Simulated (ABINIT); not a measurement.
Al: single point with PBEsol

Crystal: Al.

```
CELL_PARAMETERS angstrom
2.72176 0.00000 0.00000
0.00000 2.72176 0.00000
0.00000 0.00000 2.72176
ATOMIC_POSITIONS crystal
Al 0.00000 0.00000 0.00000
```

The cell was built by a generator and needn't be a form met in nature.

| Item | Value |
| --- | --- |
| Program | ABINIT 10.8.3 (patched build) |
| Task | single point |
| Functional | PBEsol |
| Potentials or basis | JTH PAW PBE v2.0 |
| Cutoff | 490 eV |
| k mesh | 10 × 10 × 10 |
| Occupations | fermi-dirac, width 0.05 eV |
| Spin | no spin polarisation |

- Pressure: -0.9 GPa
- Band gap on the k mesh: none (metal or under the smearing width)
- Valence electrons inside the program's atomic spheres: Al 0.74 (radii [1.0074] Å)

Levels at points of the mesh, in eV from the Fermi level:
```
           k point  band 1  band 2  band 3  band 4
(0.00, 0.00, 0.00)   -9.57    8.03    8.03    9.09
(0.50, 0.00, 0.00)   -5.21   -4.12   10.60   12.60
(0.50, 0.50, 0.00)   -0.56   -0.56   -0.28    2.16
(0.50, 0.50, 0.50)    2.86    2.86    2.86    5.58
```

It took 3.7 s on 1 thread of Arm Neoverse V2, on a shared host, peak memory 0.07 GiB.

Caveat: the PAW data sets were made with another functional, which shifts forces and pressure a little.
